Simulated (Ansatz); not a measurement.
**Tellurium, simple cubic under PBE: from relaxation to bulk modulus**

What does PBE give for tellurium in the simple cubic structure? We relax it, solve it on a dense k-mesh, switch on spin-orbit coupling, then scale the cell to 7 volumes from 88 to 112 % of the relaxed one and try a fit of the equation of state. The k-meshes are 10×10×10 for the relaxation; 16×16×16 for the dense run; 10×10×10 for spin-orbit coupling; 11×11×11 for the volumes.

Computed with Ansatz 0.2.0 (DFT PBE, plane waves (420 eV) with PAW, scalar-relativistic, unless a step says otherwise).

### Step 1. Starting point

It takes space group Pm-3m (No. 221, cubic). Conventional cell: a = 3.146 Å, b = 3.146 Å, c = 3.146 Å, α = 90.00°, β = 90.00°, γ = 90.00°. Around Te (site symmetry m-3m) lie 6 Te at 3.15 Å.

Structure file:

```
Te
1.0
     3.14622    0.00000    0.00000
     0.00000    3.14622    0.00000
     0.00000    0.00000    3.14622
Te
1
Direct
  0.00000 0.00000 0.00000
```

### Step 2. Geometry optimisation

The input, input.yaml:

```yaml
crystal:
  lattice:
    - [3.1462212359, 0.0, 0.0]
    - [0.0, 3.1462212359, 0.0]
    - [0.0, 0.0, 3.1462212359]
  atoms:
    - { symbol: Te, position: [0.0, 0.0, 0.0] }
hamiltonian:
  xc: pbe
  pseudopotentials:
    kind: paw
    azcp:
      Te: "pseudopotentials/Te.paw.azcp"
basis:
  ecutwfc: 420
  fft_grid_basis: typed
kpoints:
  mp_grid: { grid: [10, 10, 10], shift: [0, 0, 0] }
magnetization:
  spin_polarized: false
scf:
  occupations: { method: fermi_dirac, width: 0.1 }
relax:
  max_steps: 60
  f_tol: 0.01
  cell: {}
```

Started as:

```
$ ansatz run input.yaml --threads 1 --pin off --max-ram 3584MiB --backend cpu --events-out ev --progress --plain --runs-dir out
```

The runs that follow: Dense single point; With spin-orbit coupling; At 88 % of the relaxed volume; At 92 % of the relaxed volume; At 96 % of the relaxed volume; At 100 % of the relaxed volume; At 104 % of the relaxed volume; At 108 % of the relaxed volume; At 112 % of the relaxed volume.

Q: Predict the outcome of this session. Wanted: space group; conventional cell; volume; shortest distance; gap on the mesh; relative to trigonal tellurium; V₀, B₀, B₀′.

**Answer**, as computed:

| quantity | value |
| --- | --- |
| space group (spins left aside) | Pm-3m (No. 221) |
| conventional cell | a = 3.202 Å |
| volume | 32.830 Å³/atom |
| shortest distance | 3.202 Å |
| gap on the mesh | none (levels filled in part) |
| relative to trigonal tellurium | +45 meV/atom |
| V₀, B₀, B₀′ | 32.766 Å³/atom, 51 GPa, 4.8 |

**Reading.** From the guessed start the volume grew by 5.4 % in 5 steps. Against the reference form of tellurium (trigonal tellurium, computed apart with the same settings) it stands 45 meV/atom higher. No gap shows: it is a metal or semimetal at this level. The total energy of the spin-orbit run lies -2.7 eV/atom from the scalar one, but the two kinds of run don't share a zero of energy: only differences within one kind count. The fitted modulus is 51 GPa. The symmetry was held, so the structure may be unstable against distortions that break it.
